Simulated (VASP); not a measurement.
# HfS2 (P-3m1) in VASP: settings compared

Aim: see how the results for HfS2 move with the level of theory and the settings. Levels: PBE+D3(BJ), r2SCAN. Tasks: relaxation of shape and atoms at fixed volume, relaxation of cell and atoms.

All numbers are computed with VASP 6.6.1; they aren't measurements. Logs are shortened: lines on timing, memory, paths and dates and some standing lists are left out, and cuts for length are marked.

## Step 1: The crystal as given

Symmetry: P-3m1, No. 164, trigonal system. Conventional cell: a = 3.640 Å, b = 3.640 Å, c = 6.056 Å, α = 90.00°, β = 90.00°, γ = 120.00°. Hf (site symmetry -3m) is surrounded by 6 S at 2.54 Å. Around S (site symmetry 3m) lie 3 Hf at 2.54 Å.

The cell is a database's computed one.

## Step 2: Relaxation of shape and atoms at fixed volume, PBE+D3(BJ) (a relaxed cell with its volume scaled by 1.06)

The input, INCAR:

```
  PREC = Accurate
  ENCUT = 600
  EDIFF = 1E-7
  ISMEAR = 0
  SIGMA = 0.03
  LREAL = F
  LASPH = T
  NELM = 80
  ALGO = Normal
  ISIF = 4
  LWAVE = F
  LCHARG = F
  GGA = PE
  IVDW = 12
  IBRION = 2
  NSW = 40
  EDIFFG = -0.01
```

The input, KPOINTS:

```
regular mesh
0
Gamma
  9 9 5
```

The input, POSCAR:

```
HfS2                                    
1.0
    3.6699553070      0.0000000000      0.0000000000
   -1.8349776535      3.1782745266      0.0000000000
    0.0000000000     -0.0000000000      5.8784026089
  Hf              S             
     1     2
Direct
     1.0000000000000000    0.0000000000000000    0.0000000000000000
     0.6666666699999979    0.3333333300000021    0.7478869574447561
     0.3333333300000021    0.6666666699999979    0.2521130425552440
```

Potentials or basis: VASP PAW PBE potentials, release 64 (Hf_pv, S).

Run with:

```bash
$ cat potpaw_PBE.64/Hf_pv/POTCAR potpaw_PBE.64/S/POTCAR > POTCAR
$ mpirun -np 1 vasp_std > vasp.out
```

OUTCAR:

```text
PREC = Accurate
   ENCUT = 600
   EDIFF = 1E-7
   ISMEAR = 0
   LREAL = F
   LASPH = T
   NELM = 80
   ISIF = 4
   GGA = PE
   IVDW = 12
   IBRION = 2
   NSW = 40
   EDIFFG = -0.01
 IVDW          = 12

 ion  position               nearest neighbor table
   1  0.000  0.000  0.000-   2 2.59   3 2.59   3 2.59   2 2.59   2 2.59   3 2.59
   2  0.667  0.333  0.748-   1 2.59   1 2.59   1 2.59
   3  0.333  0.667  0.252-   1 2.59   1 2.59   1 2.59

  LATTYP: Found a hexagonal cell.
 ALAT       =     3.6699553070
 C/A-ratio  =     1.6017640863

  Lattice vectors:

 A1 = (   3.6699553070,   0.0000000000,   0.0000000000)
 A2 = (  -1.8349776535,   3.1782745266,   0.0000000000)
 A3 = (   0.0000000000,   0.0000000000,   5.8784026089)

Analysis of symmetry for initial positions (statically):
=====================================================================
 Subroutine PRICEL returns:
 Original cell was already a primitive cell.

 Routine SETGRP: Setting up the symmetry group for a
 hexagonal supercell.

 Subroutine GETGRP returns: Found 12 space group operations
 (whereof 12 operations were pure point group operations)
 out of a pool of 24 trial point group operations.

The static configuration has the point symmetry D_3d.

Analysis of symmetry for dynamics (positions and initial velocities):
=====================================================================
 Subroutine PRICEL returns:
 Original cell was already a primitive cell.

 Routine SETGRP: Setting up the symmetry group for a
 hexagonal supercell.

 Subroutine GETGRP returns: Found 12 space group operations
 (whereof 12 operations were pure point group operations)
 out of a pool of 24 trial point group operations.

The dynamic configuration has the point symmetry D_3d.

 Subroutine INISYM returns: Found 12 space group operations
 (whereof 12 operations are pure point group operations),
 and found     1 'primitive' translations

----------------------------------------------------------------------------------------

                                     Primitive cell

  volume of cell :      68.5664

  direct lattice vectors                    reciprocal lattice vectors
     3.669955307  0.000000000  0.000000000     0.272482882  0.157318065  0.000000000
    -1.834977653  3.178274527  0.000000000     0.000000000  0.314636131  0.000000000
     0.000000000  0.000000000  5.878402609     0.000000000  0.000000000  0.170114241

  length of vectors
[... 81 lines left out ...]
   LASPH  =      T    aspherical Exc in radial PAW
   ENCUT  =  600.0 eV  44.10 Ry    6.64 a.u.   7.33  7.33 11.74*2*pi/ulx,y,z
   NELM   =     80;   NELMIN=  2; NELMDL= -5     # of ELM steps
   EDIFF  = 0.1E-06   stopping-criterion for ELM
   LREAL  =      F    real-space projection
   EDIFFG = -.1E-01   stopping-criterion for IOM
   NSW    =     40    number of steps for IOM
   IBRION =      2    ionic relax: 0-MD 1-quasi-New 2-CG
   NFREE  =      1    steps in history (QN), initial steepest desc. (CG)
   ISIF   =      4    stress and relaxation
   ISYM   =      2    0-nonsym 1-usesym 2-fastsym
   POTIM  = 0.5000    time-step for ionic-motion
   TEBEG  =    0.0;   TEEND  =   0.0 temperature during run
   PSTRESS=    0.0 pullay stress
   NELECT =      22.0000    total number of electrons
   NUPDOWN=      -1.0000    fix difference up-down
   EMIN   =  10.00;   EMAX   =-10.00  energy-range for DOS
   EFERMI =   0.00;   METHOD = LEGACY
   ISMEAR =     0;   SIGMA  =   0.03  broadening in eV -4-tet -1-fermi 0-gaus
   EFERMI_NEDOS =   21; number of points for ismear=-14 and -15
   IALGO  =     38    algorithm
   IMIX   =      4    mixing-type and parameters
     AMIX     =   0.40;   BMIX     =  1.00
     AMIX_MAG =   1.60;   BMIX_MAG =  1.00
  volume/ion in A,a.u.               =      22.86       154.24
  Fermi-wavevector in a.u.,A,eV,Ry     =   1.120758  2.117926 17.090261  1.256099
  Thomas-Fermi vector in A             =   2.257407
   LORBIT       =      0    0 simple, 1 ext, 2 COOP (PROOUT), +10 PAW based schemes
   GGA     = PE    functional components
   LHFCALC =     F    Hartree Fock is set to
   AEXX    =    0.0000 exact exchange contribution
   IVDW    =    12    specifies the selected vdW correction
   LEPSILON=     F    determine dielectric tensor
   LRPA    =     F    only Hartree local field effects (RPA)
 conjugate gradient relaxation of ions
 non-spin polarized calculation
 Gauss-broadening in eV      SIGMA  =   0.03
  energy-cutoff  :      600.00
  volume of cell :       68.57
 maximum number of plane-waves:      2321
 NGX is ok and might be reduce to    30
   NGX = 15   NGY = 15   NGZ = 23

--------------------------------------- Ionic step        1  -------------------------------------------

 number of electron      22.0000000 magnetization

 Free energy of the ion-electron system (eV)
  ---------------------------------------------------
  ext. energy  EPLUGINS =         0.00000000
  ---------------------------------------------------
  free energy    TOTEN  =       -22.85548018 eV

  energy without entropy =      -22.85548018  energy(sigma->0) =      -22.85548018

------------------------ aborting loop because EDIFF is reached ----------------------------------------

 Edisp (eV)   -0.96402

 E8    (eV) :    -0.4154
[... 155 lines left out ...]
--------------------------------------- Ionic step        5  -------------------------------------------

 number of electron      22.0000000 magnetization

 Free energy of the ion-electron system (eV)
  ---------------------------------------------------
  ext. energy  EPLUGINS =         0.00000000
  ---------------------------------------------------
  free energy    TOTEN  =       -22.90782782 eV

  energy without entropy =      -22.90782782  energy(sigma->0) =      -22.90782782

 E-fermi :   3.2209     XC(G=0):  -9.5046

 val. band max:        2.9936398915   @ k =   0.1111   0.0000   0.0000
 cond. band min:       4.1475199753   @ k =   0.0000   0.4444   0.4000
 fundamental gap:      1.1538800838
 Fermi energy:         3.2208519176

 k-point     1 :       0.0000    0.0000    0.0000
  band No.  band energies     occupation
      1     -27.6916      2.00000
      2     -27.5790      2.00000
      3     -27.5790      2.00000
      4      -9.9927      2.00000
      5      -8.3526      2.00000
      6      -1.6225      2.00000
      7       0.3272      2.00000
      8       0.3272      2.00000
      9       2.9486      2.00000
     10       2.9818      2.00000
     11       2.9818      2.00000
     12       5.0471      0.00000
     13       5.0471      0.00000
     14       5.6325      0.00000
[... 401 lines left out ...]
      2     -27.6672      2.00000
      3     -27.6141      2.00000
      4      -9.1263      2.00000
      5      -8.4801      2.00000
      6      -0.8617      2.00000
      7      -0.2493      2.00000
      8       0.2428      2.00000
      9       0.6504      2.00000
     10       1.6071      2.00000
     11       2.4955      2.00000
     12       4.9218      0.00000
     13       6.1118      0.00000
     14       7.0949      0.00000
     15       8.0288      0.00000

 [... further k-points ...]

------------------------ aborting loop because EDIFF is reached ----------------------------------------

 Edisp (eV)   -0.96117

 E8    (eV) :    -0.4136
[... 26 lines left out ...]
  FREE ENERGIE OF THE ION-ELECTRON SYSTEM (eV)
  ---------------------------------------------------
  free  energy   TOTEN  =       -23.8689984852 eV

  energy  without entropy=      -23.8689984852  energy(sigma->0) =      -23.86899849

 reached required accuracy - stopping structural energy minimisation
```

CONTCAR:

```text
HfS2
   1.00000000000000
     3.6255711834706839    0.0000000000000000    0.0000000000000000
    -1.8127855917353419    3.1398367481027596    0.0000000000000000
    -0.0000000000000000   -0.0000000000000000    6.0232100040917320
  Hf              S
     1     2
Direct
     0.0000000000000000    0.0000000000000000    0.0000000000000000
     0.6666666699999979    0.3333333300000021    0.7593974256344173
     0.3333333300000021    0.6666666699999979    0.2406025743655827

  0.00000000E+00  0.00000000E+00  0.00000000E+00
  0.00000000E+00  0.00000000E+00  0.00000000E+00
  0.00000000E+00  0.00000000E+00  0.00000000E+00
```

It took 1.9 min on 1 thread of Intel Xeon 6975P-C (Granite Rapids), shared host; peak memory 0.25 GiB.

What came out:

```
Free energy                  : -23.8690 eV
Energy gained by relaxing    : 16.5 meV/atom
Ionic steps                  : 5
Pressure after relaxing      : -1.4 GPa
Largest force after relaxing : 0.008 eV/Å
Band gap on the k mesh       : 1.15 eV, indirect (least direct gap 1.96 eV)
Dispersion energy per atom   : -0.320 eV
```

Forces in eV/Å, atoms in the order of the input:
```
Hf   0.000  0.000  0.000
S    0.000  0.000  0.008
S    0.000  0.000 -0.008
```

Step by step:
```
step  energy change (eV)  largest force (eV/Å)  pressure (GPa)
   1              0.0000                0.6570           -5.37
   2             -0.0319                0.3072           -3.71
   3             -0.0420                0.0228           -2.10
   4             -0.0479                0.0076           -1.71
   5             -0.0495                0.0079           -1.41
```

Final structure:
```yaml
crystal:
  lattice:
    - [3.62557, 0.00000, 0.00000]
    - [-1.81279, 3.13984, 0.00000]
    - [0.00000, 0.00000, 6.02321]
  atoms:
    - { symbol: Hf, position: [0.00000, 0.00000, 0.00000] }
    - { symbol: S, position: [0.66667, 0.33333, 0.75940] }
    - { symbol: S, position: [0.33333, 0.66667, 0.24060] }
```

Levels at points of the mesh, in eV from the valence-band top:
| k point | band 9 | band 10 | band 11 | band 12 | band 13 | band 14 |
| --- | --- | --- | --- | --- | --- | --- |
| (0.00, 0.00, 0.00) | -0.04 | -0.01 | -0.01 | 2.05 | 2.05 | 2.64 |

Caveat: spin-orbit coupling is left out, which moves the levels of the heavy elements; an odd mesh through Γ misses points on the zone boundary, where band edges often lie.

## Step 3: Relaxation of cell and atoms, r2SCAN

The input, INCAR:

```
  PREC = Accurate
  ENCUT = 600
  EDIFF = 1E-6
  ISMEAR = 0
  SIGMA = 0.03
  LREAL = False
  LASPH = True
  NELM = 80
  ALGO = Normal
  ISIF = 3
  LWAVE = False
  LCHARG = False
  METAGGA = R2SCAN
  LMIXTAU = True
  IBRION = 2
  NSW = 90
  EDIFFG = -0.01
  KPAR = 2
```

KPOINTS is that of step 2.

The input, POSCAR:

```
HfS2
1.0
    3.6396641800      0.0000000000      0.0000000000
   -1.8198320900      3.1520416411      0.0000000000
    0.0000000000      0.0000000000      6.0555624700
Hf S
1 2
Direct
    0.0000000000      0.0000000000      0.0000000000
    0.6666666700      0.3333333300      0.7639520500
    0.3333333300      0.6666666700      0.2360479500
```

Potentials or basis: VASP PAW PBE potentials, release 64 (Hf_pv, S).

Run with:

```bash
$ cat potpaw_PBE.64/Hf_pv/POTCAR potpaw_PBE.64/S/POTCAR > POTCAR
$ mpirun -np 2 vasp_std > vasp.out
```

It took 12 min on 2 MPI ranks of Intel Xeon Platinum 8259CL at 2.50GHz (Skylake/Cascade Lake), shared host; peak memory 0.27 GiB.

Results (log left out):

```
Free energy                            : -66.6398 eV
Relaxed volume                         : 23.38 Å³/atom
Relaxed cell                           : a = 3.639 Å, b = 3.639 Å, c = 6.117 Å, α = 90.00°, β = 90.00°, γ = 120.00°
Space group after relaxing (to 0.05 Å) : P-3m1 (No. 164)
Energy gained by relaxing              : 0.2 meV/atom
Ionic steps                            : 10
Pressure after relaxing                : 0.0 GPa
Band gap on the k mesh                 : 1.60 eV, indirect (least direct gap 2.35 eV)
```

The path:
```
step  energy change (eV)  largest force (eV/Å)  pressure (GPa)  volume (Å³)
   1              0.0000                0.0154            0.00        69.47
   2             -0.0001                0.0118            0.06        69.47
   3             -0.0001                0.0051            0.17        69.47
   4             -0.0001                0.0087            0.16        69.50
   5             -0.0002                0.0198            0.08        69.59
   6             -0.0002                0.0423           -0.04        69.77
   7             -0.0002                0.0352           -0.01        69.71
   8             -0.0003                0.0328            0.00        69.75
   9             -0.0004                0.0217            0.00        69.88
  10             -0.0005                0.0016           -0.01        70.14
```

Final structure:
```
Hf S
1.0
     3.63865    0.00000    0.00000
    -1.81932    3.15116    0.00000
     0.00000    0.00000    6.11701
Hf S
1 2
Direct
  0.00000 0.00000 0.00000
  0.66667 0.33333 0.76628
  0.33333 0.66667 0.23372
```

Levels at points of the mesh, in eV from the valence-band top:
```
           k point  band 9  band 10  band 11  band 12  band 13  band 14
(0.00, 0.00, 0.00)   -0.08    -0.02    -0.02     2.41     2.41     3.15
```

Caveat: the PAW data sets were made with another functional, which shifts forces and pressure a little; spin-orbit coupling is left out, which moves the levels of the heavy elements; an odd mesh through Γ misses points on the zone boundary, where band edges often lie.

(Part 1 of 2 ends here.)
